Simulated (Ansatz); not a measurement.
Input and command of a plane-wave DFT calculation in Ansatz:

```yaml
crystal:
  lattice:
    - [4.330788, -0.581782, -0.640257]
    - [-0.568107, 5.611653, 0.615824]
    - [-0.663237, 0.599652, 5.139576]
  atoms:
    - { symbol: Cu, position: [0.2928738024, 0.7850473628, 0.4570649475] }
    - { symbol: Cu, position: [0.8928803397, 0.9850483595, 0.5570780555] }
    - { symbol: Cu, position: [0.6928743545, 0.5850360598, 0.8570520814] }
    - { symbol: Cu, position: [0.2928804615, 0.7850390199, 0.9570658568] }
    - { symbol: Cu, position: [0.8928675719, 0.9850336032, 0.0570589222] }
    - { symbol: Cu, position: [0.6928851314, 0.5850537145, 0.3570724116] }
    - { symbol: Cu, position: [0.092888331, 0.3850478307, 0.7570672488] }
    - { symbol: Cu, position: [0.4928651929, 0.1850372568, 0.6570621754] }
    - { symbol: Cu, position: [0.092877208, 0.3850491894, 0.2570601134] }
    - { symbol: Cu, position: [0.4928781601, 0.1850386458, 0.1570719368] }
basis:
  ecutwfc: 420
kpoints:
  mp_grid: { grid: [8, 6, 7] }
hamiltonian:
  xc: pbe
scf:
  occupations: { method: gaussian, width: 0.1 }
  n_extra_bands: 8
output:
  forces: true
  stress: true
  eigenvalues: true
  populations: true
  dos:
    method: { smearing: { sigma: 0.1, scheme: gaussian } }
    projected: true
    de: 0.02
  write_density: true
  write_potential: true
  elf: true
  volumetric_format: npy
```

```bash
ansatz run input.yaml --threads 2 --pin off --max-ram 5120MiB --backend cpu --events-out ev --progress --plain --runs-dir out
```

Processor: Intel(R) Xeon(R) Processor @ 2.50GHz (Skylake/Cascade Lake), 2 threads, on a host shared with other jobs.

Problem. How long does it run, and how much memory does it take?

Solution. About 2.6 min on 2 threads of Intel(R) Xeon(R) Processor @ 2.50GHz (Skylake/Cascade Lake), on a shared host, peak memory 1.6 GiB. It solves 103 bands at 170 k points (the mesh reduced by symmetry) with about 2357 plane waves, in 6 SCF iterations.
